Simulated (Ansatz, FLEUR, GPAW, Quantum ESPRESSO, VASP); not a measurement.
# Fitting the PBEsol energy curve of TiPt3

Space group Pm-3m (No. 221). a = 3.897 Å, b = 3.897 Å, c = 3.897 Å, α = 90.00°, β = 90.00°, γ = 90.00°
| atom | site | symmetry | x | y | z |
| --- | --- | --- | --- | --- | --- |
| Pt | 3c | 4/mm.m | 0.5000 | 0.5000 | 0.0000 |
| Ti | 1a | m-3m | 0.0000 | 0.0000 | 0.0000 |

The cell was scaled at fixed shape and fractions and run with Ansatz, all-electron LAPW, scalar-relativistic; PBEsol, k mesh 7 × 7 × 7 on the cell of 4 atoms, fermi-dirac occupations of 0.05 eV, no spin polarisation, no spin-orbit coupling. Energies are those that the program minimises, any entropy of the smearing included. For a metal such a mesh isn't converged to the digits shown.

```csv
V (Å³/atom),energy over the lowest row (meV/atom)
13.9078,52.95
14.2037,23.20
14.4996,6.02
14.7956,0.00
15.0915,?
15.3874,16.58
15.6833,37.05
```

Problem. Fit the third-order Birch-Murnaghan form, give V0, B0 and B′, and predict the energy left open.

Solution. With y = (V0/V)^(2/3), E = E0 + (9 V0 B0/16) [(y - 1)³ B′ + (y - 1)² (6 - 4y)]. Least squares through the rows shown give V0 = 14.8216 Å³/atom, E0 = -0.03 meV, B0 = 265.5 GPa (1 eV/Å³ = 160.218 GPa) and B′ = 4.98, with a largest miss of 0.02 meV. At V = 15.0915 the form with these constants gives 3.90 meV; the run gave 3.89 meV an atom. Other set-ups at this level, from all their volumes (Å³/atom, GPa): FLEUR, all-electron, FLAPW: V0 14.827, B0 265.9; GPAW, PAW data sets generated for this functional: V0 14.835, B0 261.9; Quantum ESPRESSO, GBRV 1.5 PBEsol: V0 14.800, B0 266.7; VASP, PBE PAW files Pt, Ti_sv, 520 eV (made for PBE): V0 14.814, B0 266.2.
